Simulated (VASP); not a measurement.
# Sb (Fm-3m) in VASP: a series of runs

Aim: see how the results for Sb move with the level of theory and the settings. Levels: r2SCAN, PBE. Tasks: single point.

All numbers are computed with VASP 6.6.1; they aren't measurements. Logs are shortened: lines on timing, memory, paths and dates and some standing lists are left out, and cuts for length are marked.

**1. The structure**

The structure is cubic, space group Fm-3m (No. 225). The conventional cell has a = 4.610 Å, b = 4.610 Å, c = 4.610 Å, α = 90.00°, β = 90.00°, γ = 90.00°. Sb (site symmetry m-3m) is surrounded by 12 Sb at 3.26 Å.

This isn't the form of Sb at room conditions, which is rhombohedral.

**2. Single point, r2SCAN**

Contents of POSCAR:

```
Sb
1.0
    0.0000000000      2.3050000000      2.3050000000
    2.3050000000      0.0000000000      2.3050000000
    2.3050000000      2.3050000000      0.0000000000
Sb
1
Direct
    0.0000000000      0.0000000000      0.0000000000
```

Contents of INCAR.step1:

```
PREC = Accurate
ENCUT = 520
ISMEAR = -1
SIGMA = 0.03
LREAL = False
LASPH = True
NELM = 100
NBANDS = 8
GGA = PE
ALGO = Normal
EDIFF = 1E-4
LWAVE = True
LCHARG = False
```

Contents of INCAR.step2:

```
PREC = Accurate
ENCUT = 520
EDIFF = 1E-7
ISMEAR = -1
SIGMA = 0.03
LREAL = False
LASPH = True
NELM = 100
ALGO = Normal
ISIF = 2
LWAVE = False
LCHARG = False
METAGGA = R2SCAN
LMIXTAU = True
NBANDS = 8
ISTART = 1
```

Contents of KPOINTS:

```
Automatic mesh
0
Gamma
  14 14 14
```

Potentials or basis: VASP PAW PBE potentials, release 64 (Sb).

Run with:

```
> cat potpaw_PBE.64/Sb/POTCAR > POTCAR
> cp INCAR.step1 INCAR
> mpirun -np 1 vasp_std > vasp.out
> cp INCAR.step2 INCAR
> mpirun -np 1 vasp_std > vasp.out
```

OUTCAR:

```text
PREC = Accurate
   ENCUT = 520
   EDIFF = 1E-7
   ISMEAR = -1
   LREAL = False
   LASPH = True
   NELM = 100
   ISIF = 2
   METAGGA = R2SCAN
   ISTART = 1

 ion  position               nearest neighbor table
   1  0.000  0.000  0.000-

  LATTYP: Found a face centered cubic cell.
 ALAT       =     4.6100000000

  Lattice vectors:

 A1 = (   0.0000000000,   2.3050000000,   2.3050000000)
 A2 = (   2.3050000000,   0.0000000000,   2.3050000000)
 A3 = (   2.3050000000,   2.3050000000,   0.0000000000)

Analysis of symmetry for initial positions (statically):
=====================================================================
 Subroutine PRICEL returns:
 Original cell was already a primitive cell.

 Routine SETGRP: Setting up the symmetry group for a
 face centered cubic supercell.

 Subroutine GETGRP returns: Found 48 space group operations
 (whereof 48 operations were pure point group operations)
 out of a pool of 48 trial point group operations.

The static configuration has the point symmetry O_h .

Analysis of symmetry for dynamics (positions and initial velocities):
=====================================================================
 Subroutine PRICEL returns:
 Original cell was already a primitive cell.

 Routine SETGRP: Setting up the symmetry group for a
 face centered cubic supercell.

 Subroutine GETGRP returns: Found 48 space group operations
 (whereof 48 operations were pure point group operations)
 out of a pool of 48 trial point group operations.

The dynamic configuration has the point symmetry O_h .

 Subroutine INISYM returns: Found 48 space group operations
 (whereof 48 operations are pure point group operations),
 and found     1 'primitive' translations

----------------------------------------------------------------------------------------

                                     Primitive cell

  volume of cell :      24.4930

  direct lattice vectors                    reciprocal lattice vectors
     0.000000000  2.305000000  2.305000000    -0.216919740  0.216919740  0.216919740
     2.305000000  0.000000000  2.305000000     0.216919740 -0.216919740  0.216919740
     2.305000000  2.305000000  0.000000000     0.216919740  0.216919740 -0.216919740

  length of vectors
     3.259762261  3.259762261  3.259762261     0.375716010  0.375716010  0.375716010

  position of ions in fractional coordinates (direct lattice)
     0.000000000  0.000000000  0.000000000

  ion indices of the primitive-cell ions
   primitive index   ion index
                 1           1

----------------------------------------------------------------------------------------

 KPOINTS: Automatic mesh

Automatic generation of k-mesh.
 Grid dimensions read from file:
 generate k-points for:   14   14   14

 Generating k-lattice:

  Cartesian coordinates                     Fractional coordinates (reciprocal lattice)
    -0.015494267  0.015494267  0.015494267     0.071428571  0.000000000  0.000000000
     0.015494267 -0.015494267  0.015494267     0.000000000  0.071428571  0.000000000
     0.015494267  0.015494267 -0.015494267     0.000000000  0.000000000  0.071428571

  Length of vectors
     0.026836858  0.026836858  0.026836858

  Shift w.r.t. Gamma in fractional coordinates (k-lattice)
     0.000000000  0.000000000  0.000000000

 Subroutine IBZKPT returns following result:
 ===========================================

 Found    104 irreducible k-points:

 Following reciprocal coordinates:
            Coordinates               Weight
  0.000000  0.000000  0.000000      1.000000
  0.071429  0.000000  0.000000      8.000000
  0.142857  0.000000  0.000000      8.000000
  0.214286  0.000000  0.000000      8.000000
  0.285714  0.000000  0.000000      8.000000
  0.357143  0.000000  0.000000      8.000000
[... 16 lines left out ...]
  0.214286  0.142857  0.000000     24.000000
  0.285714  0.142857  0.000000     24.000000
 [... further k-points ...]
   k-points           NKPTS =    104   k-points in BZ     NKDIM =    104   number of bands    NBANDS=      8
   number of dos      NEDOS =    301   number of ions     NIONS =      1
   total plane-waves  NPLWV =  13824
   dimension x,y,z NGX =    24 NGY =   24 NGZ =   24
   dimension x,y,z NGXF=    48 NGYF=   48 NGZF=   48
   ions per type =               1
   NGX,Y,Z   is equivalent  to a cutoff of  12.24, 12.24, 12.24 a.u.
   NGXF,Y,Z  is equivalent  to a cutoff of  24.48, 24.48, 24.48 a.u.
 SYSTEM =  unknown system
   PREC   = accura    normal or accurate (medium, high low for compatibility)
   ISTART =      1    job   : 0-new  1-cont  2-samecut
   ICHARG =      0    charge: 1-file 2-atom 10-const
   ISPIN  =      1    spin polarized calculation?
   LNONCOLLINEAR =      F non collinear calculations
   LSORBIT =      F    spin-orbit coupling
   LASPH  =      T    aspherical Exc in radial PAW
   ENCUT  =  520.0 eV  38.22 Ry    6.18 a.u.   6.06  6.06  6.06*2*pi/ulx,y,z
   NELM   =    100;   NELMIN=  2; NELMDL=  0     # of ELM steps
   EDIFF  = 0.1E-06   stopping-criterion for ELM
   LREAL  =      F    real-space projection
   EDIFFG = 0.1E-05   stopping-criterion for IOM
   NSW    =      0    number of steps for IOM
   IBRION =     -1    ionic relax: 0-MD 1-quasi-New 2-CG
   NFREE  =      0    steps in history (QN), initial steepest desc. (CG)
   ISIF   =      2    stress and relaxation
   ISYM   =      2    0-nonsym 1-usesym 2-fastsym
   POTIM  = 0.5000    time-step for ionic-motion
   TEBEG  =    0.0;   TEEND  =   0.0 temperature during run
   PSTRESS=    0.0 pullay stress
   NELECT =       5.0000    total number of electrons
   NUPDOWN=      -1.0000    fix difference up-down
   EMIN   =  10.00;   EMAX   =-10.00  energy-range for DOS
   EFERMI =   0.00;   METHOD = LEGACY
   ISMEAR =    -1;   SIGMA  =   0.03  broadening in eV -4-tet -1-fermi 0-gaus
   EFERMI_NEDOS =   21; number of points for ismear=-14 and -15
   IALGO  =     38    algorithm
   IMIX   =      4    mixing-type and parameters
     AMIX     =   0.40;   BMIX     =  1.00
     AMIX_MAG =   1.60;   BMIX_MAG =  1.00
  volume/ion in A,a.u.               =      24.49       165.29
  Fermi-wavevector in a.u.,A,eV,Ry     =   0.963941  1.821585 12.642299  0.929183
  Thomas-Fermi vector in A             =   2.093530
   LORBIT       =      0    0 simple, 1 ext, 2 COOP (PROOUT), +10 PAW based schemes
   METAGGA = R2SCAN    functional components
   LHFCALC =     F    Hartree Fock is set to
   AEXX    =    0.0000 exact exchange contribution
   IVDW    =     0    specifies the selected vdW correction
   LEPSILON=     F    determine dielectric tensor
   LRPA    =     F    only Hartree local field effects (RPA)
 non-spin polarized calculation
  energy-cutoff  :      520.00
  volume of cell :       24.49
 maximum number of plane-waves:       673
   NGX = 13   NGY = 13   NGZ = 13

 number of electron       4.9999999 magnetization

 Free energy of the ion-electron system (eV)
  ---------------------------------------------------
  ext. energy  EPLUGINS =         0.00000000
  ---------------------------------------------------
  free energy    TOTEN  =       -25.16390233 eV

  energy without entropy =      -25.16082582  energy(sigma->0) =      -25.16236407

 E-fermi :   9.8029     XC(G=0): -11.2944

 val. band max:        9.7968643596   @ k =   0.5000   0.4286   0.0714
 cond. band min:       9.8436647960   @ k =   0.4286   0.3571   0.0000
 fundamental gap:      0.0468004364
 Fermi energy:         9.8029413437

 k-point     1 :       0.0000    0.0000    0.0000
  band No.  band energies     occupation
      1      -4.6397      2.00000
      2      16.1785      0.00000
      3      16.1785      0.00000
      4      16.1785      0.00000
      5      20.5082      0.00000
      6      20.5082      0.00000
      7      20.5082      0.00000
      8      20.7305      0.00000

 k-point     2 :       0.0714    0.0000    0.0000
  band No.  band energies     occupation
      1      -4.5226      2.00000
      2      15.0071      0.00000
      3      15.9971      0.00000
      4      15.9971      0.00000
      5      19.6538      0.00000
      6      20.7900      0.00000
      7      20.7900      0.00000
      8      22.4482      0.00000

 k-point     3 :       0.1429    0.0000    0.0000
  band No.  band energies     occupation
      1      -4.1721      2.00000
      2      12.6811      0.00000
      3      15.5764      0.00000
      4      15.5764      0.00000
      5      19.2589      0.00000
      6      21.3873      0.00000
      7      21.3873      0.00000
      8      23.3890      0.00000

 k-point     4 :       0.2143    0.0000    0.0000
  band No.  band energies     occupation
      1      -3.5907      2.00000
      2      10.1899      0.00001
      3      15.1026      0.00000
      4      15.1026      0.00000
      5      19.0320      0.00000
      6      21.3587      0.00000
      7      21.3587      0.00000
      8      23.1301      0.00000

 k-point     5 :       0.2857    0.0000    0.0000
  band No.  band energies     occupation
      1      -2.7865      2.00000
      2       7.8065      2.00000
      3      14.6812      0.00000
      4      14.6812      0.00000
      5      18.9316      0.00000
      6      20.6817      0.00000
      7      20.6817      0.00000
      8      22.0635      0.00000

 k-point     6 :       0.3571    0.0000    0.0000
  band No.  band energies     occupation
      1      -1.7851      2.00000
      2       5.6425      2.00000
      3      14.3601      0.00000
      4      14.3601      0.00000
      5      18.9584      0.00000
      6      20.0771      0.00000
      7      20.0771      0.00000
      8      21.1700      0.00000

 k-point     7 :       0.4286    0.0000    0.0000
  band No.  band energies     occupation
      1      -0.6881      2.00000
      2       3.8367      2.00000
      3      14.1611      0.00000
      4      14.1611      0.00000
      5      19.0878      0.00000
      6      19.6920      0.00000
      7      19.6920      0.00000
      8      20.5128      0.00000

 k-point     8 :       0.5000    0.0000    0.0000
  band No.  band energies     occupation
      1      -0.0316      2.00000
      2       2.9422      2.00000
      3      14.0938      0.00000
      4      14.0938      0.00000
      5      19.1883      0.00000
      6      19.5609      0.00000
      7      19.5609      0.00000
      8      20.2354      0.00000

 k-point     9 :       0.0714    0.0714    0.0000
  band No.  band energies     occupation
      1      -4.4836      2.00000
      2      15.4596      0.00000
      3      15.4596      0.00000
      4      15.6043      0.00000
      5      18.9905      0.00000
      6      21.3587      0.00000
      7      21.3587      0.00000
      8      22.5045      0.00000

 k-point    10 :       0.1429    0.0714    0.0000
  band No.  band energies     occupation
      1      -4.2107      2.00000
      2      13.5151      0.00000
      3      14.8483      0.00000
      4      15.5675      0.00000
      5      18.7660      0.00000
      6      21.5238      0.00000
      7      21.8237      0.00000
      8      22.1537      0.00000
[... 78 lines left out ...]
 k-point    18 :      -0.2857    0.0714    0.0000
  band No.  band energies     occupation
      1      -2.3701      2.00000
      2       7.1464      2.00000
      3      13.0728      0.00000
      4      15.0017      0.00000
      5      19.5335      0.00000
      6      19.9519      0.00000
      7      20.2133      0.00000
      8      23.2376      0.00000

 k-point    19 :      -0.2143    0.0714    0.0000
  band No.  band energies     occupation
      1      -3.2435      2.00000
      2       9.4524      1.99998
      3      13.3781      0.00000
      4      15.5656      0.00000
      5      19.5621      0.00000
      6      20.7218      0.00000
      7      20.8585      0.00000
      8      22.8288      0.00000

 k-point    20 :      -0.1429    0.0714    0.0000
  band No.  band energies     occupation
      1      -3.9000      2.00000
      2      11.8884      0.00000
      3      13.8645      0.00000
      4      16.0371      0.00000
      5      19.5785      0.00000
      6      21.0269      0.00000
      7      21.7507      0.00000
      8      22.3031      0.00000

 k-point    21 :      -0.0714    0.0714    0.0000
  band No.  band energies     occupation
      1      -4.3277      2.00000
      2      14.0851      0.00000
      3      14.6637      0.00000
      4      16.2299      0.00000
      5      19.5205      0.00000
      6      20.7129      0.00000
      7      21.5366      0.00000
      8      23.1336      0.00000

 k-point    22 :       0.1429    0.1429    0.0000
  band No.  band energies     occupation
      1      -4.0157      2.00000
      2      14.1103      0.00000
      3      14.1103      0.00000
      4      14.2076      0.00000
      5      17.6241      0.00000
      6      20.3341      0.00000
      7      23.0743      0.00000
      8      23.0743      0.00000

 k-point    23 :       0.2143    0.1429    0.0000
  band No.  band energies     occupation
      1      -3.5882      2.00000
      2      11.9891      0.00000
      3      13.4847      0.00000
      4      14.1344      0.00000
      5      17.5769      0.00000
      6      19.3180      0.00000
      7      23.3142      0.00000
      8      23.7892      0.00000

 k-point    24 :       0.2857    0.1429    0.0000
  band No.  band energies     occupation
      1      -2.9326      2.00000
      2       9.6385      1.99172
      3      13.0289      0.00000
      4      13.5589      0.00000
      5      17.6038      0.00000
      6      19.4996      0.00000
      7      23.1709      0.00000
      8      23.4187      0.00000

 [... further k-points ...]
[... 5 lines left out ...]
  --------------------------------------------------------------------------------------
  -------------------------------------------------------------------------------------
  Total        1.2131626      1.2131626      1.2131626     -0.0000000     -0.0000000      0.0000000
  in kB       79.3572836     79.3572836     79.3572836     -0.0000000     -0.0000000      0.0000000
  external PRESSURE =      79.3572836 kB  Pullay stress =       0.0000000 kB

 VOLUME and BASIS-vectors are now :
 -----------------------------------------------------------------------------
  energy-cutoff  :      520.00
  volume of cell :       24.49
      direct lattice vectors                 reciprocal lattice vectors
     0.000000000  2.305000000  2.305000000    -0.216919740  0.216919740  0.216919740
     2.305000000  0.000000000  2.305000000     0.216919740 -0.216919740  0.216919740
     2.305000000  2.305000000  0.000000000     0.216919740  0.216919740 -0.216919740

 POSITION                                       TOTAL-FORCE (eV/Angst)
 -----------------------------------------------------------------------------------
      0.00000      0.00000      0.00000         0.000000      0.000000      0.000000
 -----------------------------------------------------------------------------------
    total drift:                               -0.000000     -0.000000     -0.000000

  FREE ENERGIE OF THE ION-ELECTRON SYSTEM (eV)
  ---------------------------------------------------
  free  energy   TOTEN  =       -25.1639023298 eV

  energy  without entropy=      -25.1608258185  energy(sigma->0) =      -25.16236407
```

Run time: 29 s. Hardware: 1 thread of Intel Xeon Platinum 8488C (Sapphire Rapids), shared host; peak memory 0.14 GiB.

What came out:

- Free energy: -25.1639 eV
- Pressure: 7.9 GPa
- Band gap on the k mesh: none (metal or under the smearing width)

Levels at points of the mesh, in eV from the Fermi level:
```
           k point  band 1  band 2  band 3  band 4  band 5  band 6
(0.00, 0.00, 0.00)  -14.44    6.38    6.38    6.38   10.71   10.71
(0.50, 0.00, 0.00)   -9.83   -6.86    4.29    4.29    9.39    9.76
(0.50, 0.50, 0.00)   -7.74   -5.87    0.35    0.35    4.71    4.75
```

Caveat: the PAW data sets were made with another functional, which shifts forces and pressure a little.

(Part 1 of 2 ends here.)
